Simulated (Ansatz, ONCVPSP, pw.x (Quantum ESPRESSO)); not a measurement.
pw.x on fcc Nb: one setting changed

Potential: optimised norm-conserving Vanderbilt (ONCV), ONCVPSP 4.0.1.1 (patched build), PBE; core [Ar] 3d10, reference 4s2 4p6 4d2; waves: 4s: rc 1.85 bohr, ncon 4, nbas 8, qcut 7.6 1/bohr, 2 projectors, debl 3.3 Ha; 4p: rc 2.05 bohr, ncon 4, nbas 8, qcut 5.3 1/bohr, 2 projectors, debl 3 Ha; 4d: rc 2.60 bohr, ncon 5, nbas 10, qcut 6.7 1/bohr, 3 projectors, debl 2.1 Ha; local part: polynomial inside 1.75 bohr (lpopt 4, dvloc0 6 Ha); core correction: Teter function, fcfact 3.75, rcfact 1.6. In the s channel the program set the typed energies aside and used -3.268, 0.050 Ha. In the p channel the program set the typed energies aside and used -2.375, 0.050 Ha.

The reference run (k-mesh 13³, cutoffs 50/200 Ry, Fermi–Dirac 0.01 Ry, mixing_beta 0.4, conv_thr 1e-9, no spin) gives 1.27 GPa at 18.774 Å³/atom, where all-electron LAPW gives 0.27 GPa. This run, with its own iteration cap, changes tot_charge to -2, a wrong or extreme entry chosen on purpose.

```
&control
  calculation='scf', prefix='x', pseudo_dir='./', outdir='./tmp', tstress=.true., disk_io='none'
/
&system
  ibrav=0, nat=1, ntyp=1, ecutwfc=50, ecutrho=200, nbnd=14,
  occupations='smearing', smearing='fd', degauss=0.01, tot_charge=-2
/
&electrons
  conv_thr=1e-09, mixing_beta=0.4, electron_maxstep=70
/
ATOMIC_SPECIES
Nb 1.0 Nb.UPF
CELL_PARAMETERS angstrom
  0.00000000 2.10948094 2.10948094
  2.10948094 0.00000000 2.10948094
  2.10948094 2.10948094 0.00000000
ATOMIC_POSITIONS crystal
Nb 0.0000 0.0000 0.0000
K_POINTS automatic
13 13 13 0 0 0
```

```bash
pw.x < Nb.scf.in > Nb.scf.out
```

Problem. How does the run end?

Solution. It converges in 10 iterations; the free energy moves by +35.90 eV/atom and the pressure by +352.79 GPa. The cell is charged against a uniform background, so energy and pressure depend on the zero of the potential and are not those of the crystal.

```
Message from routine setup:
     using ibrav=0 with symmetry is DISCOURAGED, use correct ibrav instead
     lattice parameter (alat)  =       5.6375  a.u.
     unit-cell volume          =     126.6932 (a.u.)^3
     number of electrons       =        15.00
     number of Kohn-Sham states=           14
     kinetic-energy cutoff     =      50.0000  Ry
     charge density cutoff     =     200.0000  Ry
     scf convergence threshold =      1.0E-09
     Exchange-correlation= PBE
     number of k points=    84  Fermi-Dirac smearing, width (Ry)=  0.0100
     iteration #  1     ecut=    50.00 Ry     beta= 0.40
     total energy              =    -120.11830818 Ry
     estimated scf accuracy    <      15.11240155 Ry
     iteration #  2     ecut=    50.00 Ry     beta= 0.40
     total energy              =    -120.75944319 Ry
     estimated scf accuracy    <       1.34369311 Ry
     iteration #  3     ecut=    50.00 Ry     beta= 0.40
     total energy              =    -121.10999546 Ry
     estimated scf accuracy    <       0.01768983 Ry
     iteration #  4     ecut=    50.00 Ry     beta= 0.40
     total energy              =    -121.11467025 Ry
     estimated scf accuracy    <       0.00142683 Ry
     iteration #  5     ecut=    50.00 Ry     beta= 0.40
     total energy              =    -121.11454569 Ry
     estimated scf accuracy    <       0.00023526 Ry
     iteration #  6     ecut=    50.00 Ry     beta= 0.40
     total energy              =    -121.11462020 Ry
     estimated scf accuracy    <       0.00007495 Ry
     iteration #  7     ecut=    50.00 Ry     beta= 0.40
     total energy              =    -121.11463880 Ry
     estimated scf accuracy    <       0.00000077 Ry
     iteration #  8     ecut=    50.00 Ry     beta= 0.40
     total energy              =    -121.11463899 Ry
     estimated scf accuracy    <       0.00000002 Ry
     iteration #  9     ecut=    50.00 Ry     beta= 0.40
     total energy              =    -121.11463900 Ry
     estimated scf accuracy    <       0.00000001 Ry
     iteration # 10     ecut=    50.00 Ry     beta= 0.40
     the Fermi energy is    18.7898 ev
!    total energy              =    -121.11463900 Ry
     estimated scf accuracy    <          8.9E-12 Ry
     smearing contrib. (-TS)   =      -0.00420101 Ry
     The total energy is F=E-TS. E is the sum of the following terms:
     one-electron contribution =     -13.70903961 Ry
     hartree contribution      =      16.72828773 Ry
     xc contribution           =     -26.94261101 Ry
     ewald contribution        =     -97.18707509 Ry
     convergence has been achieved in  10 iterations
          total   stress  (Ry/bohr**3)                   (kbar)     P=     3540.54
     Message from routine punch:
     Nothing written, as per user request (disk_io='none')
```

The run took about 19 s on one core of a shared host (Neoverse-N1, 64 threads, 124 GiB, load 58).
